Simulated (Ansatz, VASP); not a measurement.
**Two plane-wave programs on MgI2**

The input INCAR:

```
SYSTEM = MgI2
PREC = Accurate
ENCUT = 520
EDIFF = 1E-7
ISMEAR = 0
SIGMA = 0.05
LREAL = .FALSE.
LASPH = .TRUE.
NELM = 60
ALGO = Normal
ISIF = 2
LWAVE = .FALSE.
LCHARG = .TRUE.
GGA = PE
LELF = .TRUE.
LVHAR = .TRUE.
NBANDS = 15
```

The input KPOINTS:

```
Automatic mesh
0
G
  6 6 4
  0 0 0
```

Contents of POSCAR:

```
MgI2
1.0
    4.1618263529      0.0000000000      0.0000000000
   -2.0809131765      3.6042473478      0.0000000000
    0.0000000000      0.0000000000      7.7274703875
Mg I
1 2
Direct
    0.0000000000      0.0000000000      0.0000000000
    0.3333333333      0.6666666667      0.8012283115
    0.6666666667      0.3333333333      0.1987716885
```

Input for Ansatz:

```yaml
crystal:
  lattice:
    - [4.1618263529, 0.0, 0.0]
    - [-2.0809131765, 3.6042473478, 0.0]
    - [0.0, 0.0, 7.7274703875]
  atoms:
    - { symbol: Mg, position: [0.0, 0.0, 0.0] }
    - { symbol: I, position: [0.3333333333, 0.6666666667, 0.8012283115] }
    - { symbol: I, position: [0.6666666667, 0.3333333333, 0.1987716885] }
basis:
  ecutwfc: 520.0
kpoints:
  mp_grid: { grid: [6, 6, 4] }
hamiltonian:
  xc: pbe
scf:
  occupations: { method: gaussian, width: 0.05 }
output:
  forces: true
  stress: true
  eigenvalues: true
```

Alike in both runs: task single point; functional PBE; k mesh 6 × 6 × 4; occupations gaussian, width 0.05 eV; no spin polarisation.

|  | VASP | Ansatz |
| --- | --- | --- |
| version | VASP 6.6.1 | Ansatz 0.2.0 |
| potentials or method | VASP PAW PBE potentials, release 64 (Mg, I) | scalar-relativistic, plane waves, PAW |
| plane-wave cutoff (eV) | 520 | 520 |
| valence electrons in the cell | 16 | 44 |

```csv
,VASP,Ansatz,Ansatz less VASP
gap on the k mesh at the Fermi level (eV),3.82,3.83,+0.018
least direct gap on the mesh (eV),4.12,4.14,+0.012
pressure (GPa),2.7,2.8,+0.04
largest component of the traceless stress (GPa),0.78,0.77,-0.009
rms of the force components (eV/Å),0.393,0.397,+0.0042
```

Atom by atom the forces differ by 0.004 eV/Å (rms over components). The two sets of potentials don't hold the same shells in valence.

Caveats: spin-orbit coupling is left out, which moves the levels of the heavy elements; this functional lacks dispersion, which binds the layers, so the pressure and a relaxed spacing across them are unreliable. A k mesh can miss the band edges.
